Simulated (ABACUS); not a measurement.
MgSe, 2 atoms in the cell. Symmetry: Fm-3m, No. 225, cubic system. Conventional cell: a = 5.451 Å, b = 5.451 Å, c = 5.451 Å, α = 90.00°, β = 90.00°, γ = 90.00°. Around Se (site symmetry m-3m) lie 6 Mg at 2.73 Å. Mg (site symmetry m-3m) is surrounded by 6 Se at 2.73 Å. 

```yaml
Program: ABACUS 3.10.1
Task: band structure
Functional: LDA
Potentials_or_basis: PseudoDojo NC SR 0.4.1 LDA standard
Cutoff: 1184 eV
Density_cutoff: 4735 eV
Basis: plane waves
Occupations: fermi-dirac, width 0.05 eV
Spin: no spin polarisation
Radial_cutoff_of_the_potentials_pseudo_rcut: 7 bohr
Threshold_of_the_eigensolver: 1e-07 Ry
Density: read from an earlier self-consistent run
Path: G-X-W-K-G-L-U-W-L-K, U-X
Points_for_each_segment_of_the_path: 10
SCF_threshold_on_the_density: 1e-08
Max_SCF_steps: 100
Eigensolver: dav
Mixing: broyden
Mixing_share: 0.7
Symmetry_key: -1
Bands: 23
```

Potentials or basis: PseudoDojo NC SR 0.4.1 LDA standard, plane waves.

Run with:

```console
$ OMP_NUM_THREADS=1 mpirun -np 4 abacus > log
```

Hardware: 4 MPI ranks on Intel(R) Xeon(R) Platinum 8488C (Sapphire Rapids) (shared host).

Task: How long does it take, and how much memory?

Result: Wall time 11 s on 4 MPI ranks on Intel(R) Xeon(R) Platinum 8488C (Sapphire Rapids), with other jobs on the host, peak memory 0.48 GiB a rank. Counts: scf iterations 1, k points 102, bands 23, ranks 4.
